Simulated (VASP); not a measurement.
Input of a VASP 6.6.1 run:

File POSCAR:

```
InPd
1.0
    3.2718847800      0.0000000000      0.0000000000
    0.0000000000      3.2718847800      0.0000000000
    0.0000000000      0.0000000000      3.2718847800
In Pd
1 1
Direct
    0.0000000000      0.0000000000      0.0000000000
    0.5000000000      0.5000000000      0.5000000000
```

Contents of INCAR.step1:

```
SYSTEM = InPd
PREC = Accurate
ENCUT = 520
EDIFF = 1E-6
ISMEAR = -1
SIGMA = 0.05
LREAL = .FALSE.
LASPH = .TRUE.
NELM = 100
ALGO = Fast
ISIF = 2
LWAVE = .FALSE.
LCHARG = .TRUE.
LMAXMIX = 4
GGA = CA
```

The input KPOINTS.step1:

```
Automatic mesh
0
G
  8 8 8
  0 0 0
```

File INCAR.step2:

```
SYSTEM = InPd
PREC = Accurate
ENCUT = 520
EDIFF = 1E-6
ISMEAR = 0
SIGMA = 0.05
LREAL = .FALSE.
LASPH = .TRUE.
NELM = 100
ALGO = Fast
ISIF = 2
LWAVE = .FALSE.
LCHARG = .FALSE.
LMAXMIX = 4
GGA = CA
ICHARG = 11
```

The input KPOINTS.step2:

```
path GXMGRX,MR
10
line-mode
reciprocal
 0.0000000000  0.0000000000  0.0000000000  G
 0.0000000000  0.5000000000  0.0000000000  X

 0.0000000000  0.5000000000  0.0000000000  X
 0.5000000000  0.5000000000  0.0000000000  M

 0.5000000000  0.5000000000  0.0000000000  M
 0.0000000000  0.0000000000  0.0000000000  G

 0.0000000000  0.0000000000  0.0000000000  G
 0.5000000000  0.5000000000  0.5000000000  R

 0.5000000000  0.5000000000  0.5000000000  R
 0.0000000000  0.5000000000  0.0000000000  X

 0.5000000000  0.5000000000  0.0000000000  M
 0.5000000000  0.5000000000  0.5000000000  R
```

Potentials or basis: VASP PAW LDA potentials, release 64 (In_d, Pd).

The run is started by

```console
$ cat potpaw_LDA.64/In_d/POTCAR potpaw_LDA.64/Pd/POTCAR > POTCAR
$ cp INCAR.step1 INCAR
$ cp KPOINTS.step1 KPOINTS
$ mpirun -np 1 vasp_std > vasp.out
$ cp INCAR.step2 INCAR
$ cp KPOINTS.step2 KPOINTS
$ mpirun -np 1 vasp_std > vasp.out
```

Problem. Estimate the band gap along the path.

Solution. None (metal or under the smearing width).

Levels at the corners of the path, in eV from the Fermi level:
| point | band 8 | band 9 | band 10 | band 11 | band 12 | band 13 | band 14 | band 15 |
| --- | --- | --- | --- | --- | --- | --- | --- | --- |
| Γ | -3.71 | -2.17 | -2.17 | -2.17 | 4.23 | 4.23 | 4.23 | 9.36 |
| X | -3.69 | -3.17 | -3.17 | -2.25 | -1.01 | 9.55 | 9.56 | 10.09 |
| X | -3.69 | -3.17 | -3.17 | -2.25 | -1.01 | 9.55 | 9.55 | 10.09 |
| M | -2.58 | -2.58 | -2.24 | -2.24 | -1.58 | 1.50 | 2.53 | 9.40 |
| M | -2.58 | -2.58 | -2.24 | -2.24 | -1.58 | 1.50 | 2.53 | 9.40 |
| Γ | -3.71 | -2.17 | -2.17 | -2.17 | 4.23 | 4.23 | 4.23 | 9.36 |
| Γ | -3.71 | -2.17 | -2.17 | -2.17 | 4.23 | 4.23 | 4.23 | 9.36 |
| R | -4.78 | -1.54 | -1.54 | -0.16 | 3.90 | 3.90 | 3.90 | 4.49 |
| R | -4.78 | -1.54 | -1.54 | -0.16 | 3.90 | 3.90 | 3.90 | 4.49 |
| X | -3.69 | -3.17 | -3.17 | -2.25 | -1.01 | 9.55 | 9.55 | 10.09 |
| M | -2.58 | -2.58 | -2.24 | -2.24 | -1.58 | 1.50 | 2.53 | 9.40 |
| R | -4.78 | -1.54 | -1.54 | -0.16 | 3.90 | 3.90 | 3.90 | 4.49 |

Caveat: the log is that of the step along the path at fixed density, whose energy, stress, charges and moments have no meaning; spin-orbit coupling is left out, which moves the levels of the heavy elements.
